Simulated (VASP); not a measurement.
# HfB (Fm-3m) in VASP: further runs

The runs below take HfB through relaxation of cell and atoms, with LDA.

Program: VASP 6.6.1. These are calculated values, not measurements. Logs are shortened: lines on timing, memory, paths and dates and some standing lists are left out, and cuts for length are marked.

## (1) The crystal as given

It takes space group Fm-3m (No. 225, cubic). The conventional cell has a = 4.620 Å, b = 4.620 Å, c = 4.620 Å, α = 90.00°, β = 90.00°, γ = 90.00°. Hf (site symmetry m-3m) is surrounded by 6 B at 2.31 Å. Around B (site symmetry m-3m) lie 6 Hf at 2.31 Å.

## (2) Relaxation of cell and atoms, LDA, target pressure 5 GPa, at which the enthalpy is minimised

INCAR

```
ALGO = Fast
EDIFF = 1E-6
EDIFFG = -0.01
ENCUT = 600
GGA = CA
IBRION = 2
ISIF = 3
ISMEAR = -1
LASPH = T
LCHARG = F
LREAL = F
LWAVE = F
NELM = 80
NSW = 60
PREC = Accurate
PSTRESS = 50
SIGMA = 0.05
```

KPOINTS

```
k-points
0
Gamma
  10 10 10
```

POSCAR

```
HfB
1.0
    0.0000000000      2.3100000000      2.3100000000
    2.3100000000      0.0000000000      2.3100000000
    2.3100000000      2.3100000000      0.0000000000
Hf B
1 1
Direct
    0.5000000000      0.5000000000      0.5000000000
    0.0000000000      0.0000000000      0.0000000000
```

Potentials or basis: VASP PAW LDA potentials, release 64 (Hf_pv, B).

Command:

```
> cat potpaw_LDA.64/Hf_pv/POTCAR potpaw_LDA.64/B/POTCAR > POTCAR
> mpirun -np 1 vasp_std > vasp.out
```

OUTCAR:

```text
EDIFF = 1E-6
   EDIFFG = -0.01
   ENCUT = 600
   GGA = CA
   IBRION = 2
   ISIF = 3
   ISMEAR = -1
   LASPH = T
   LREAL = F
   NELM = 80
   NSW = 60
   PREC = Accurate
   PSTRESS = 50

 ion  position               nearest neighbor table
   1  0.500  0.500  0.500-   2 2.31   2 2.31   2 2.31   2 2.31   2 2.31   2 2.31
   2  0.000  0.000  0.000-   1 2.31   1 2.31   1 2.31   1 2.31   1 2.31   1 2.31

  LATTYP: Found a face centered cubic cell.
 ALAT       =     4.6200000000

  Lattice vectors:

 A1 = (   0.0000000000,   2.3100000000,   2.3100000000)
 A2 = (   2.3100000000,   0.0000000000,   2.3100000000)
 A3 = (   2.3100000000,   2.3100000000,   0.0000000000)

Analysis of symmetry for initial positions (statically):
=====================================================================
 Subroutine PRICEL returns:
 Original cell was already a primitive cell.

 Routine SETGRP: Setting up the symmetry group for a
 face centered cubic supercell.

 Subroutine GETGRP returns: Found 48 space group operations
 (whereof 48 operations were pure point group operations)
 out of a pool of 48 trial point group operations.

The static configuration has the point symmetry O_h .

Analysis of symmetry for dynamics (positions and initial velocities):
=====================================================================
 Subroutine PRICEL returns:
 Original cell was already a primitive cell.

 Routine SETGRP: Setting up the symmetry group for a
 face centered cubic supercell.

 Subroutine GETGRP returns: Found 48 space group operations
 (whereof 48 operations were pure point group operations)
 out of a pool of 48 trial point group operations.

The dynamic configuration has the point symmetry O_h .

 Subroutine INISYM returns: Found 48 space group operations
 (whereof 48 operations are pure point group operations),
 and found     1 'primitive' translations

----------------------------------------------------------------------------------------

                                     Primitive cell

  volume of cell :      24.6528

  direct lattice vectors                    reciprocal lattice vectors
     0.000000000  2.310000000  2.310000000    -0.216450216  0.216450216  0.216450216
     2.310000000  0.000000000  2.310000000     0.216450216 -0.216450216  0.216450216
     2.310000000  2.310000000  0.000000000     0.216450216  0.216450216 -0.216450216

  length of vectors
     3.266833329  3.266833329  3.266833329     0.374902772  0.374902772  0.374902772

  position of ions in fractional coordinates (direct lattice)
     0.500000000  0.500000000  0.500000000
     0.000000000  0.000000000  0.000000000

  ion indices of the primitive-cell ions
   primitive index   ion index
                 1           1
                 2           2

----------------------------------------------------------------------------------------

 KPOINTS: k-points

Automatic generation of k-mesh.
 Grid dimensions read from file:
 generate k-points for:   10   10   10

 Generating k-lattice:

  Cartesian coordinates                     Fractional coordinates (reciprocal lattice)
    -0.021645022  0.021645022  0.021645022     0.100000000  0.000000000  0.000000000
     0.021645022 -0.021645022  0.021645022     0.000000000  0.100000000  0.000000000
     0.021645022  0.021645022 -0.021645022     0.000000000  0.000000000  0.100000000

  Length of vectors
     0.037490277  0.037490277  0.037490277

  Shift w.r.t. Gamma in fractional coordinates (k-lattice)
     0.000000000  0.000000000  0.000000000

 Subroutine IBZKPT returns following result:
 ===========================================

 Found     47 irreducible k-points:

 Following reciprocal coordinates:
            Coordinates               Weight
  0.000000  0.000000  0.000000      1.000000
  0.100000  0.000000  0.000000      8.000000
  0.200000  0.000000  0.000000      8.000000
  0.300000  0.000000  0.000000      8.000000
  0.400000  0.000000  0.000000      8.000000
  0.500000  0.000000  0.000000      4.000000
[... 16 lines left out ...]
  0.300000  0.300000  0.000000      6.000000
  0.400000  0.300000  0.000000     24.000000
 [... further k-points ...]
   k-points           NKPTS =     47   k-points in BZ     NKDIM =     47   number of bands    NBANDS=     10
   number of dos      NEDOS =    301   number of ions     NIONS =      2
   total plane-waves  NPLWV =  21952
   dimension x,y,z NGX =    28 NGY =   28 NGZ =   28
   dimension x,y,z NGXF=    56 NGYF=   56 NGZF=   56
   ions per type =               1   1
   NGX,Y,Z   is equivalent  to a cutoff of  14.25, 14.25, 14.25 a.u.
   NGXF,Y,Z  is equivalent  to a cutoff of  28.50, 28.50, 28.50 a.u.
 SYSTEM =  unknown system
   PREC   = accura    normal or accurate (medium, high low for compatibility)
   ISTART =      0    job   : 0-new  1-cont  2-samecut
   ICHARG =      2    charge: 1-file 2-atom 10-const
   ISPIN  =      1    spin polarized calculation?
   LNONCOLLINEAR =      F non collinear calculations
   LSORBIT =      F    spin-orbit coupling
   LASPH  =      T    aspherical Exc in radial PAW
   ENCUT  =  600.0 eV  44.10 Ry    6.64 a.u.   6.52  6.52  6.52*2*pi/ulx,y,z
   NELM   =     80;   NELMIN=  2; NELMDL= -5     # of ELM steps
   EDIFF  = 0.1E-05   stopping-criterion for ELM
   LREAL  =      F    real-space projection
   EDIFFG = -.1E-01   stopping-criterion for IOM
   NSW    =     60    number of steps for IOM
   IBRION =      2    ionic relax: 0-MD 1-quasi-New 2-CG
   NFREE  =      1    steps in history (QN), initial steepest desc. (CG)
   ISIF   =      3    stress and relaxation
   ISYM   =      2    0-nonsym 1-usesym 2-fastsym
   POTIM  = 0.5000    time-step for ionic-motion
   TEBEG  =    0.0;   TEEND  =   0.0 temperature during run
   PSTRESS=   50.0 pullay stress
   NELECT =      13.0000    total number of electrons
   NUPDOWN=      -1.0000    fix difference up-down
   EMIN   =  10.00;   EMAX   =-10.00  energy-range for DOS
   EFERMI =   0.00;   METHOD = LEGACY
   ISMEAR =    -1;   SIGMA  =   0.05  broadening in eV -4-tet -1-fermi 0-gaus
   EFERMI_NEDOS =   21; number of points for ismear=-14 and -15
   IALGO  =     68    algorithm
   IMIX   =      4    mixing-type and parameters
     AMIX     =   0.40;   BMIX     =  1.00
     AMIX_MAG =   1.60;   BMIX_MAG =  1.00
  volume/ion in A,a.u.               =      12.33        83.18
  Fermi-wavevector in a.u.,A,eV,Ry     =   1.322617  2.499383 23.800871  1.749315
  Thomas-Fermi vector in A             =   2.452285
   LORBIT       =      0    0 simple, 1 ext, 2 COOP (PROOUT), +10 PAW based schemes
   GGA     = CA    functional components
   LHFCALC =     F    Hartree Fock is set to
   AEXX    =    0.0000 exact exchange contribution
   IVDW    =     0    specifies the selected vdW correction
   LEPSILON=     F    determine dielectric tensor
   LRPA    =     F    only Hartree local field effects (RPA)
 conjugate gradient relaxation of ions
 non-spin polarized calculation
 RMM-DIIS sequential band-by-band and
  energy-cutoff  :      600.00
  volume of cell :       24.65
 maximum number of plane-waves:       869
 NGX is ok and might be reduce to    28
   NGX = 13   NGY = 13   NGZ = 13

--------------------------------------- Ionic step        1  -------------------------------------------

 number of electron      13.0000000 magnetization

 Free energy of the ion-electron system (eV)
  ---------------------------------------------------
  ext. energy  EPLUGINS =         0.00000000
  ---------------------------------------------------
  free energy    TOTEN  =       -18.87226951 eV

  energy without entropy =      -18.86192164  energy(sigma->0) =      -18.86709557

------------------------ aborting loop because EDIFF is reached ----------------------------------------

  FORCE on cell =-STRESS in cart. coord.  units (eV):
  Direction    XX          YY          ZZ          XY          YZ          ZX
  --------------------------------------------------------------------------------------
  -------------------------------------------------------------------------------------
  Total        3.0345590      3.0345590      3.0345590      0.0000000      0.0000000      0.0000000
  in kB      197.2151310    197.2151310    197.2151310      0.0000000      0.0000000      0.0000000
  external PRESSURE =     147.2151310 kB  Pullay stress =      50.0000000 kB
[... 99 lines left out ...]
  enthalpy is  TOTEN    =       -18.1722534312 eV   P V=        0.8203583596

--------------------------------------- Ionic step        4  -------------------------------------------

 number of electron      13.0000001 magnetization

 Free energy of the ion-electron system (eV)
  ---------------------------------------------------
  ext. energy  EPLUGINS =         0.00000000
  ---------------------------------------------------
  free energy    TOTEN  =       -18.99138379 eV

  energy without entropy =      -18.97842313  energy(sigma->0) =      -18.98490346

 E-fermi :   4.6539     XC(G=0): -12.1609

 val. band max:        4.6444621093   @ k =  -0.2000   0.1000   0.0000
 cond. band min:       4.6544987923   @ k =   0.5000   0.3000   0.1000
 fundamental gap:      0.0100366830
 Fermi energy:         4.6538693643

 k-point     1 :       0.0000    0.0000    0.0000
  band No.  band energies     occupation
      1     -23.8078      2.00000
      2     -23.8078      2.00000
      3     -23.8078      2.00000
      4      -4.5585      2.00000
      5       6.7323      0.00000
      6       6.7323      0.00000
      7       6.7323      0.00000
      8       8.4616      0.00000
      9       8.4616      0.00000
     10       8.4616      0.00000
[... 287 lines left out ...]
 k-point    24 :       0.4000    0.3000    0.0000
  band No.  band energies     occupation
      1     -24.2483      2.00000
      2     -23.9877      2.00000
      3     -23.9694      2.00000
      4      -1.7275      2.00000
      5       2.5844      2.00000
      6       3.9762      2.00000
      7       5.9324      0.00000
      8       6.7046      0.00000
      9      10.5537      0.00000
     10      12.0157      0.00000

 [... further k-points ...]

------------------------ aborting loop because EDIFF is reached ----------------------------------------

  FORCE on cell =-STRESS in cart. coord.  units (eV):
  Direction    XX          YY          ZZ          XY          YZ          ZX
  --------------------------------------------------------------------------------------
  -------------------------------------------------------------------------------------
  Total        0.8135654      0.8135654      0.8135654      0.0000000      0.0000000      0.0000000
  in kB       49.6634471     49.6634471     49.6634471      0.0000000      0.0000000      0.0000000
  external PRESSURE =      -0.3365529 kB  Pullay stress =      50.0000000 kB
[... 17 lines left out ...]
  FREE ENERGIE OF THE ION-ELECTRON SYSTEM (eV)
  ---------------------------------------------------
  free  energy   TOTEN  =       -18.9913837872 eV

  energy  without entropy=      -18.9784231259  energy(sigma->0) =      -18.98490346

  enthalpy is  TOTEN    =       -18.1723050751 eV   P V=        0.8190787120

 reached required accuracy - stopping structural energy minimisation
```

It took 32 s on 1 thread of Intel Xeon Platinum 8488C (Sapphire Rapids), shared host; peak memory 0.15 GiB.

What came out:

```
Free energy                                            : -18.9914 eV
Relaxed volume                                         : 13.12 Å³/atom
Relaxed cell                                           : a = 3.336 Å, b = 3.336 Å, c = 3.336 Å, α = 60.00°, β = 60.00°, γ = 60.00°
Space group after relaxing (to 0.05 Å)                 : Fm-3m (No. 225)
Energy change on relaxing (the enthalpy is what falls) : -59.6 meV/atom
Ionic steps                                            : 4
Pressure after relaxing                                : 5.0 GPa
Band gap on the k mesh                                 : none (metal or under the smearing width)
```

The path:
```tsv
step	energy change (eV)	largest force (eV/Å)	pressure (GPa)	volume (Å³)
1	0.0000	0.0000	19.72	24.65
2	-0.0499	0.0000	-11.96	28.92
3	-0.1203	0.0000	4.65	26.29
4	-0.1191	0.0000	4.97	26.25
```

Final structure:
```xyz
2
Lattice="0.0000 2.3587 2.3587 2.3587 0.0000 2.3587 2.3587 2.3587 0.0000" Properties=species:S:1:pos:R:3 pbc="T T T"
Hf    2.3587    2.3587    2.3587
B     0.0000    0.0000    0.0000
```

Levels at points of the mesh, in eV from the Fermi level:
| k point | band 4 | band 5 | band 6 | band 7 | band 8 | band 9 | band 10 |
| --- | --- | --- | --- | --- | --- | --- | --- |
| (0.00, 0.00, 0.00) | -9.21 | 2.08 | 2.08 | 2.08 | 3.81 | 3.81 | 3.81 |
| (0.50, 0.00, 0.00) | -4.77 | -4.05 | -1.25 | -1.25 | 6.03 | 6.03 | 6.99 |
| (0.50, 0.50, 0.00) | -6.42 | -0.96 | -0.95 | 2.23 | 2.23 | 5.80 | 7.27 |

Caveat: the cell is relaxed towards a set pressure, so the enthalpy falls and the energy may rise. Spin-orbit coupling is left out, which matters for the levels of Hf.

[end of part 1 of 2]
